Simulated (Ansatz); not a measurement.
# EuS: the cost of one run

Computed with Ansatz 0.2.0 (DFT HSE06, scalar-relativistic, plane waves, PAW, unless a step's input says otherwise).

The COD entry's cell or inner coordinates are ideal or old and differ from later refinements, so a difference from it is no clean test against experiment.

## 1. The structure to begin with

Symmetry: Fm-3m, No. 225, cubic system. The conventional cell has a = 5.957 Å, b = 5.957 Å, c = 5.957 Å, α = 90.00°, β = 90.00°, γ = 90.00°. Eu (site symmetry m-3m) has 6 S at 2.98 Å as nearest neighbours. Around S (site symmetry m-3m) lie 6 Eu at 2.98 Å.

Structure file:

```
Eu S
1.0
     0.00000    2.97850    2.97850
     2.97850    0.00000    2.97850
     2.97850    2.97850    0.00000
Eu S
1 1
Cartesian
  0.0000 0.0000 0.0000
  2.9785 2.9785 2.9785
```

The structure rests on an entry of the Crystallography Open Database; cell or positions may have been set otherwise for this series.

## 2. Single point: EuS, moments +

Input file input.yaml:

```yaml
crystal:
  lattice:
    - [0.0, 2.9785, 2.9785]
    - [2.9785, 0.0, 2.9785]
    - [2.9785, 2.9785, 0.0]
  atoms:
    - { symbol: Eu, position: [0.0, 0.0, 0.0], spin: 7.0 }
    - { symbol: S, position: [0.5, 0.5, 0.5] }
magnetization:
  spin_polarized: true
scf:
  occupations: { method: gaussian, width: 0.02 }
output:
  eigenvalues: true
  populations: true
  write_density: true
  write_potential: true
  elf: true
  volumetric_format: npy
hamiltonian:
  xc: hse06
kpoints:
  mp_grid: { grid: [6, 6, 6] }
```

Started as:

```sh
$ ansatz run input.yaml --threads 4 --pin off --max-ram 9216MiB --backend cpu --events-out ev --progress --plain --runs-dir out
```

What time and memory should one allow on 4 threads of Intel Xeon Platinum 8375C at 2.90GHz (Ice Lake), shared host?

About 30 s, with a peak of 1.7 GiB.
